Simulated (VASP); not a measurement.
# PtSe2 (Sudovikovite) (P-3m1) in VASP: further runs

The runs below take PtSe2 (Sudovikovite) through single point, with PBE.

Program: VASP 6.6.1. These are calculated values, not measurements. Logs are shortened: lines on timing, memory, paths and dates and some standing lists are left out, and cuts for length are marked.

**1. The crystal as given**

The structure is trigonal, space group P-3m1 (No. 164). The conventional cell has a = 3.724 Å, b = 3.724 Å, c = 5.062 Å, α = 90.00°, β = 90.00°, γ = 120.00°. Pt (site symmetry -3m) is surrounded by 6 Se at 2.49 Å. Around Se (site symmetry 3m) lie 3 Pt at 2.49 Å.

**2. Single point, PBE, spin-orbit coupling, no magnetisation**

File INCAR:

```
SYSTEM = PtSe2
PREC     = Accurate       ! precision mode
ENCUT    = 520            ! plane-wave cutoff, eV
EDIFF    = 1E-7           ! SCF threshold, eV
ISMEAR   = 0              ! smearing method
SIGMA    = 0.02           ! smearing width, eV
LREAL    = .FALSE.        ! projectors in reciprocal space
LASPH    = .TRUE.         ! aspherical terms in the spheres
NELM     = 100            ! most SCF steps
ALGO     = Normal         ! electronic algorithm
ISIF     = 2              ! what is computed and relaxed
LWAVE    = .FALSE.        ! write WAVECAR
LCHARG   = .FALSE.        ! write CHGCAR
MAGMOM   = 0 0 0 0 0 0 0 0 0 ! initial moments
LORBIT   = 11             ! projections on sites
LSORBIT  = .TRUE.         ! spin-orbit coupling
GGA_COMPAT= .FALSE.      
LMAXMIX  = 4              ! l up to which the mixer works
GGA      = PE             ! functional
NBANDS   = 38             ! bands
```

File KPOINTS:

```
Automatic mesh
0
G
  4 4 3
  0 0 0
```

File POSCAR:

```
PtSe2
1.0
    3.7240000000      0.0000000000      0.0000000000
   -1.8620000000      3.2250786037      0.0000000000
    0.0000000000      0.0000000000      5.0620000000
Pt Se
1 2
Direct
    0.0000000000      0.0000000000      0.0000000000
    0.6666666667      0.3333333333      0.7500000000
    0.3333333333      0.6666666667      0.2500000000
```

Potentials or basis: VASP PAW PBE potentials, release 64 (Pt, Se).

On the command line:

```console
$ cat potpaw_PBE.64/Pt/POTCAR potpaw_PBE.64/Se/POTCAR > POTCAR
$ mpirun -np 1 vasp_ncl > vasp.out
```

OUTCAR:

```text
SYSTEM = PtSe2
   PREC = Accurate
   ENCUT = 520
   EDIFF = 1E-7
   ISMEAR = 0
   LREAL = .FALSE.
   LASPH = .TRUE.
   NELM = 100
   ISIF = 2
   LORBIT = 11
   LSORBIT = .TRUE.
   GGA = PE

 Found      9 irreducible k-points:

 Following reciprocal coordinates:
            Coordinates               Weight
  0.000000  0.000000  0.000000      1.000000
  0.250000 -0.000000  0.000000      6.000000
  0.500000 -0.000000  0.000000      3.000000
  0.250000  0.250000  0.000000      6.000000
  0.000000  0.000000  0.333333      2.000000
  0.250000 -0.000000  0.333333      6.000000
   k-points           NKPTS =      9   k-points in BZ     NKDIM =      9   number of bands    NBANDS=     38
   number of dos      NEDOS =    301   number of ions     NIONS =      3
   total plane-waves  NPLWV =  31360
   dimension x,y,z NGX =    28 NGY =   28 NGZ =   40
   dimension x,y,z NGXF=    56 NGYF=   56 NGZF=   80
   ions per type =               1   2
   NGX,Y,Z   is equivalent  to a cutoff of  12.50, 12.50, 13.14 a.u.
   NGXF,Y,Z  is equivalent  to a cutoff of  25.00, 25.00, 26.27 a.u.
 SYSTEM =  PtSe2
   PREC   = accura    normal or accurate (medium, high low for compatibility)
   ISTART =      0    job   : 0-new  1-cont  2-samecut
   ICHARG =      2    charge: 1-file 2-atom 10-const
   ISPIN  =      1    spin polarized calculation?
   LNONCOLLINEAR =      T non collinear calculations
   LSORBIT =      T    spin-orbit coupling
   LASPH  =      T    aspherical Exc in radial PAW
   ENCUT  =  520.0 eV  38.22 Ry    6.18 a.u.   6.92  6.92  9.41*2*pi/ulx,y,z
   NELM   =    100;   NELMIN=  2; NELMDL= -5     # of ELM steps
   EDIFF  = 0.1E-06   stopping-criterion for ELM
   LREAL  =      F    real-space projection
   EDIFFG = 0.1E-05   stopping-criterion for IOM
   NSW    =      0    number of steps for IOM
   IBRION =     -1    ionic relax: 0-MD 1-quasi-New 2-CG
   NFREE  =      0    steps in history (QN), initial steepest desc. (CG)
   ISIF   =      2    stress and relaxation
   ISYM   =      2    0-nonsym 1-usesym 2-fastsym
   POTIM  = 0.5000    time-step for ionic-motion
   TEBEG  =    0.0;   TEEND  =   0.0 temperature during run
   PSTRESS=    0.0 pullay stress
   NELECT =      22.0000    total number of electrons
   NUPDOWN=      -1.0000    fix difference up-down
   EMIN   =  10.00;   EMAX   =-10.00  energy-range for DOS
   EFERMI =   0.00;   METHOD = LEGACY
   ISMEAR =     0;   SIGMA  =   0.02  broadening in eV -4-tet -1-fermi 0-gaus
   EFERMI_NEDOS =   21; number of points for ismear=-14 and -15
   IALGO  =     38    algorithm
   IMIX   =      4    mixing-type and parameters
     AMIX     =   0.40;   BMIX     =  1.00
     AMIX_MAG =   1.60;   BMIX_MAG =  1.00
  volume/ion in A,a.u.               =      20.27       136.76
  Fermi-wavevector in a.u.,A,eV,Ry     =   1.166608  2.204570 18.517184  1.360975
  Thomas-Fermi vector in A             =   2.303119
   LORBIT       =     11    0 simple, 1 ext, 2 COOP (PROOUT), +10 PAW based schemes
   GGA     = PE    functional components
   LHFCALC =     F    Hartree Fock is set to
   AEXX    =    0.0000 exact exchange contribution
   IVDW    =     0    specifies the selected vdW correction
   LEPSILON=     F    determine dielectric tensor
   LRPA    =     F    only Hartree local field effects (RPA)
 Gauss-broadening in eV      SIGMA  =   0.02
  energy-cutoff  :      520.00
  volume of cell :       60.80
 maximum number of plane-waves:      3308
 NGX is ok and might be reduce to    28
   NGX = 13   NGY = 13   NGZ = 19

 number of electron      22.0000000 magnetization       0.0000000      0.0000000      0.0000000

 number of electron      21.9999999 magnetization      -0.0000000      0.0000000     -0.0000000

 number of electron      21.9999999 magnetization      -0.0000000     -0.0000000     -0.0000000

 number of electron      21.9999999 magnetization      -0.0000000      0.0000000      0.0000000

 Free energy of the ion-electron system (eV)
  ---------------------------------------------------
  ext. energy  EPLUGINS =         0.00000000
  ---------------------------------------------------
  free energy    TOTEN  =       -14.63818874 eV

  energy without entropy =      -14.63711275  energy(sigma->0) =      -14.63765074

 E-fermi :   6.7293     XC(G=0): -10.6413

 val. band max:        6.0610110668   @ k =   0.0000   0.2500   0.3333
 cond. band min:       6.7472189080   @ k =   0.0000   0.2500   0.3333
 fundamental gap:      0.6862078412
 Fermi energy:         6.7292562200

 k-point     1 :       0.0000    0.0000    0.0000
  band No.  band energies     occupation
      1      -9.1805      1.00000
      2      -9.1805      1.00000
      3      -6.3651      1.00000
      4      -6.3651      1.00000
      5      -0.7075      1.00000
      6      -0.7075      1.00000
[... 26 lines left out ...]
     33      14.0823      0.00000
     34      14.0823      0.00000

 k-point     2 :       0.2500   -0.0000    0.0000
  band No.  band energies     occupation
      1      -8.5261      1.00000
      2      -8.5261      1.00000
      3      -6.6412      1.00000
      4      -6.6412      1.00000
      5      -0.0627      1.00000
      6      -0.0627      1.00000
[... 26 lines left out ...]
     33      14.7426      0.00000
     34      14.7426      0.00000
[... 109 lines left out ...]
     33      13.7932      0.00000
     34      13.7932      0.00000

 k-point     6 :       0.2500   -0.0000    0.3333
  band No.  band energies     occupation
      1      -8.1685      1.00000
      2      -8.1685      1.00000
      3      -7.1723      1.00000
      4      -7.1723      1.00000
      5      -0.2487      1.00000
      6      -0.2487      1.00000
[... 26 lines left out ...]
     33      14.8852      0.00000
     34      14.8852      0.00000

 [... further k-points ...]

 [bands above 34 left out]

------------------------ aborting loop because EDIFF is reached ----------------------------------------

  FORCE on cell =-STRESS in cart. coord.  units (eV):
  Direction    XX          YY          ZZ          XY          YZ          ZX
  --------------------------------------------------------------------------------------
  -------------------------------------------------------------------------------------
  Total        3.1293412      3.1293412      1.8608525      0.0000000      0.0000000      0.0000000
  in kB       82.4691249     82.4691249     49.0399954      0.0000000      0.0000000      0.0000000
  external PRESSURE =      71.3260818 kB  Pullay stress =       0.0000000 kB

 VOLUME and BASIS-vectors are now :
 -----------------------------------------------------------------------------
  energy-cutoff  :      520.00
  volume of cell :       60.80
      direct lattice vectors                 reciprocal lattice vectors
     3.724000000  0.000000000  0.000000000     0.268528464  0.155034981  0.000000000
    -1.862000000  3.225078604  0.000000000     0.000000000  0.310069962  0.000000000
     0.000000000  0.000000000  5.062000000     0.000000000  0.000000000  0.197550375

 POSITION                                       TOTAL-FORCE (eV/Angst)
 -----------------------------------------------------------------------------------
      0.00000      0.00000      0.00000         0.000000      0.000000      0.000000
      1.86200      1.07503      3.79650         0.000000     -0.000000     -0.540943
     -0.00000      2.15005      1.26550        -0.000000      0.000000      0.540943
 -----------------------------------------------------------------------------------
    total drift:                               -0.000000     -0.000000     -0.000000

  FREE ENERGIE OF THE ION-ELECTRON SYSTEM (eV)
  ---------------------------------------------------
  free  energy   TOTEN  =       -14.6381887386 eV

  energy  without entropy=      -14.6371127501  energy(sigma->0) =      -14.63765074

 Spin-Orbit-Coupling matrix elements

 Ion:    1  E_soc:     -0.7317756
 l=   1
     0.0000000    -0.0347961    -0.0356170
    -0.0347961     0.0000000    -0.0347961
    -0.0356170    -0.0347961     0.0000000
 l=   2
     0.0000000    -0.0193029     0.0000000    -0.0193029    -0.0628647
    -0.0193029     0.0000000    -0.0489403    -0.0227218    -0.0193029
     0.0000000    -0.0489403     0.0000000    -0.0489403     0.0000000
    -0.0193029    -0.0227218    -0.0489403     0.0000000    -0.0193029
    -0.0628647    -0.0193029     0.0000000    -0.0193029     0.0000000
 l=   3
     0.0000000     0.0000000     0.0000000     0.0000000     0.0000000     0.0000000     0.0000000
     0.0000000     0.0000000     0.0000000     0.0000000     0.0000000     0.0000000     0.0000000
     0.0000000     0.0000000     0.0000000     0.0000000     0.0000000     0.0000000     0.0000000
     0.0000000     0.0000000     0.0000000     0.0000000     0.0000000     0.0000000     0.0000000
     0.0000000     0.0000000     0.0000000     0.0000000     0.0000000     0.0000000     0.0000000
     0.0000000     0.0000000     0.0000000     0.0000000     0.0000000     0.0000000     0.0000000
     0.0000000     0.0000000     0.0000000     0.0000000     0.0000000     0.0000000     0.0000000

 Ion:    2  E_soc:     -0.0317026
 l=   1
     0.0000000    -0.0055559    -0.0046908
    -0.0055559     0.0000000    -0.0055559
    -0.0046908    -0.0055559     0.0000000
 l=   2
     0.0000000    -0.0000006     0.0000000    -0.0000006    -0.0000179
    -0.0000006     0.0000000    -0.0000114    -0.0000055    -0.0000006
     0.0000000    -0.0000114     0.0000000    -0.0000114     0.0000000
    -0.0000006    -0.0000055    -0.0000114     0.0000000    -0.0000006
    -0.0000179    -0.0000006     0.0000000    -0.0000006     0.0000000
 l=   3
     0.0000000     0.0000000     0.0000000     0.0000000     0.0000000     0.0000000     0.0000000
     0.0000000     0.0000000     0.0000000     0.0000000     0.0000000     0.0000000     0.0000000
     0.0000000     0.0000000     0.0000000     0.0000000     0.0000000     0.0000000     0.0000000
     0.0000000     0.0000000     0.0000000     0.0000000     0.0000000     0.0000000     0.0000000
     0.0000000     0.0000000     0.0000000     0.0000000     0.0000000     0.0000000     0.0000000
     0.0000000     0.0000000     0.0000000     0.0000000     0.0000000     0.0000000     0.0000000
     0.0000000     0.0000000     0.0000000     0.0000000     0.0000000     0.0000000     0.0000000

 Ion:    3  E_soc:     -0.0317026
 l=   1
     0.0000000    -0.0055559    -0.0046908
    -0.0055559     0.0000000    -0.0055559
    -0.0046908    -0.0055559     0.0000000
 l=   2
     0.0000000    -0.0000006     0.0000000    -0.0000006    -0.0000179
    -0.0000006     0.0000000    -0.0000114    -0.0000055    -0.0000006
     0.0000000    -0.0000114     0.0000000    -0.0000114     0.0000000
    -0.0000006    -0.0000055    -0.0000114     0.0000000    -0.0000006
    -0.0000179    -0.0000006     0.0000000    -0.0000006     0.0000000
 l=   3
     0.0000000     0.0000000     0.0000000     0.0000000     0.0000000     0.0000000     0.0000000
     0.0000000     0.0000000     0.0000000     0.0000000     0.0000000     0.0000000     0.0000000
     0.0000000     0.0000000     0.0000000     0.0000000     0.0000000     0.0000000     0.0000000
     0.0000000     0.0000000     0.0000000     0.0000000     0.0000000     0.0000000     0.0000000
     0.0000000     0.0000000     0.0000000     0.0000000     0.0000000     0.0000000     0.0000000
     0.0000000     0.0000000     0.0000000     0.0000000     0.0000000     0.0000000     0.0000000
     0.0000000     0.0000000     0.0000000     0.0000000     0.0000000     0.0000000     0.0000000

 total charge

# of ion       s       p       d       tot
------------------------------------------
    1        0.694   0.739   8.025   9.458
    2        1.487   2.239   0.071   3.798
    3        1.487   2.239   0.071   3.798
--------------------------------------------------
tot          3.669   5.218   8.167  17.053

 magnetization (x)

# of ion       s       p       d       tot
------------------------------------------
    1        0.000   0.000   0.000   0.000
    2        0.000   0.000   0.000   0.000
    3        0.000   0.000   0.000   0.000
--------------------------------------------------
tot          0.000   0.000   0.000   0.000

 magnetization (y)

# of ion       s       p       d       tot
------------------------------------------
    1        0.000   0.000   0.000   0.000
    2        0.000  -0.000   0.000  -0.000
    3        0.000  -0.000   0.000  -0.000
--------------------------------------------------
tot          0.000  -0.000   0.000  -0.000

 magnetization (z)

# of ion       s       p       d       tot
------------------------------------------
    1        0.000   0.000   0.000   0.000
    2        0.000   0.000   0.000   0.000
    3        0.000   0.000   0.000   0.000
--------------------------------------------------
tot          0.000   0.000   0.000   0.000
```

Run time: 33 s. Hardware: 1 thread of AMD EPYC 9R45 (Zen 5), shared host; peak memory 0.28 GiB.

These settings aren't checked as converged: the numbers below hold their error.

Results:

```yaml
Free_energy: -14.6382 eV
Pressure: 7.1 GPa
Largest_force: 0.541 eV/Å
Valence_electrons_inside_the_program's_atomic_spheres: Pt 9.46; Se 3.80
```

Caveat: the k mesh is coarse (spacing up to 0.49 Å⁻¹), so the values aren't converged.

**3. Single point, PBE, spin-orbit coupling, no magnetisation**

Edit INCAR of step 2 so:

```diff
@@ -2,3 +2,3 @@
 PREC     = Accurate       ! precision mode
-ENCUT    = 520            ! plane-wave cutoff, eV
+ENCUT    = 280            ! plane-wave cutoff, eV
 EDIFF    = 1E-7           ! SCF threshold, eV
```

File KPOINTS:

```
Automatic mesh
0
G
  6 6 4
  0 0 0
```

POSCAR is that of step 2.

Potentials or basis: VASP PAW PBE potentials, release 64 (Pt, Se).

On the command line:

```console
$ cat potpaw_PBE.64/Pt/POTCAR potpaw_PBE.64/Se/POTCAR > POTCAR
$ mpirun -np 1 vasp_ncl > vasp.out
```

Run time: 29 s. Hardware: 1 thread of AMD EPYC 9R45 (Zen 5), shared host; peak memory 0.16 GiB.

The run converged, but some of its settings lie outside the range that counts as converged, so its numbers aren't taken as properties of the crystal.

Results:

* Free energy: -14.5903 eV
* Pressure: 7.4 GPa
* Largest force: 0.588 eV/Å
* Valence electrons inside the program's atomic spheres: Pt 9.45; Se 3.80

Caveat: the cutoff is under 1.25 times the usual one of these potentials, so pressure, stress and relaxed cells hold a basis-set (Pulay) error.

**4. Single point, PBE, spin-orbit coupling, no magnetisation**

Edit INCAR of step 3 so:

```diff
@@ -2,3 +2,3 @@
 PREC     = Accurate       ! precision mode
-ENCUT    = 280            ! plane-wave cutoff, eV
+ENCUT    = 650            ! plane-wave cutoff, eV
 EDIFF    = 1E-7           ! SCF threshold, eV
```

File KPOINTS:

```
Automatic mesh
0
G
  4 4 3
  0 0 0
```

POSCAR is that of step 3.

On the command line:

```console
$ cat potpaw_PBE.64/Pt/POTCAR potpaw_PBE.64/Se/POTCAR > POTCAR
$ mpirun -np 1 vasp_ncl > vasp.out
```

Wall time 43 s (1 thread of AMD EPYC 9R45 (Zen 5), shared host); peak memory 0.34 GiB.

The run converged, but some of its settings lie outside the range that counts as converged, so its numbers aren't taken as properties of the crystal.

Results:

- Free energy: -14.6385 eV
- Pressure: 7.2 GPa
- Largest force: 0.541 eV/Å
- Valence electrons inside the program's atomic spheres: Pt 9.46; Se 3.80

Caveat: the k mesh is coarse (spacing up to 0.49 Å⁻¹), so the values aren't converged.

**5. The reference run**

An earlier run on the cell as given: functional PBE; potentials or basis VASP PAW PBE potentials, release 64 (Pt, Se); cutoff 520 eV; k mesh 8 × 8 × 5; occupations fermi-dirac, width 0.05 eV; no spin polarisation.

* Pressure: 7.3 GPa
* Largest force: 0.599 eV/Å
* Band gap on the k mesh: none (metal or under the smearing width)
